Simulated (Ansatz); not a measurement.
# AgBr: a single-point run

Aim: a sound single-point run of AgBr. The structure is shown as the input types it.

Method: density functional or hybrid calculation with the settings of its input, plane waves (as first typed), in Ansatz 0.2.0.

1 further run of the same task is left out (it didn't finish).

**1. The structure to begin with**

The structure is cubic, space group Fm-3m (No. 225). The conventional cell has a = 5.785 Å, b = 5.785 Å, c = 5.785 Å, α = 90.00°, β = 90.00°, γ = 90.00°. Ag (site symmetry m-3m) is surrounded by 6 Br at 2.89 Å. Br (site symmetry m-3m) is surrounded by 6 Ag at 2.89 Å.

Coordinates:

```cif
data_structure
_symmetry_space_group_name_H-M 'P 1'
_symmetry_Int_Tables_number 1
_cell_length_a 4.0909
_cell_length_b 4.0909
_cell_length_c 4.0909
_cell_angle_alpha 60.000
_cell_angle_beta 60.000
_cell_angle_gamma 60.000
_cell_volume 48.41
loop_
_atom_site_label
_atom_site_type_symbol
_atom_site_fract_x
_atom_site_fract_y
_atom_site_fract_z
_atom_site_occupancy
Ag1 Ag 0.00000 0.00000 0.00000 1
Br1 Br 0.50000 0.50000 0.50000 1
```

**2. The run**

input.yaml reads:

```yaml
crystal:
  lattice:
    - [0.0, 2.8927333262, 2.8927333262]
    - [2.8927333262, 0.0, 2.8927333262]
    - [2.8927333262, 2.8927333262, 0.0]
  atoms:
    - { symbol: Ag, position: [0.0, 0.0, 0.0] }
    - { symbol: Br, position: [0.5, 0.5, 0.5] }
kpoints:
  mp_grid: { grid: [6, 6, 6] }
hamiltonian:
  xc: pbesol
scf:
  occupations: { method: fixed }
  n_extra_bands: 4
  max_iter: 84
output:
  forces: true
  stress: true
  eigenvalues: true
basis:
  ecutwfc: 120
```

Command:

```sh
$ ansatz run input.yaml --threads 4 --pin off --max-ram 3686MiB --backend cpu --events-out ev --progress --plain --runs-dir out
```

What happens when this is run?

This run ends as converged, with warnings (cutoff below recommended, metallic iterate). Its log warns: «basis.ecutwfc = 120 eV is below the records' recommended 420 eV ...»

Look at the input: basis.ecutwfc is 120. With so few plane waves the basis is incomplete by a wide margin. The potentials' recommended cutoff is 420 eV.

The test: delete basis.ecutwfc (the default then holds).
